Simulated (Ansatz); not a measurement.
## AlSb, pressure series

The reference is AlSb in the zinc blende structure (space group F-43m, No. 216).

```yaml
crystal:
  lattice:
    - [0.00000, 3.08865, 3.08865]
    - [3.08865, 0.00000, 3.08865]
    - [3.08865, 3.08865, 0.00000]
  atoms:
    - { symbol: Sb, position: [0.25000, 0.25000, 0.25000] }
    - { symbol: Al, position: [0.00000, 0.00000, 0.00000] }
```

Cell and atoms are relaxed at each pressure.

Level of theory: r2SCAN (Ansatz, a quantum-chemistry and plane-wave program; PAW; 500 eV plane waves; spin-orbit coupling left out).

Base values:

* **Band gap**: 1.51 eV

### Question
The aim is a band gap between 1.10 eV and 1.23 eV. Which of these changes reaches it?
A. pressure 22.5 GPa
B. pressure 30 GPa
C. pressure 15 GPa
D. pressure 9 GPa
E. pressure −2 GPa

### Answer
C, pressure 15 GPa. It gives 1.17 eV; pressure 30 GPa gives 0.89 eV; pressure 22.5 GPa gives 1.02 eV; pressure −2 GPa gives 1.55 eV; pressure 9 GPa gives 1.30 eV. Changes not listed may reach it too

With Sb present, leaving out spin-orbit coupling can change the band edges. Load acts through the strain it causes; cell and atoms are relaxed under it. Stability against distortions was not tested. Measured, AlSb leaves this structure (for a Cmcm phase) near 8.1 GPa (temperature not stated; as listed in Datta, Sujoy, Jana, Debnarayan, arXiv (2020)), on rising pressure, with hysteresis.
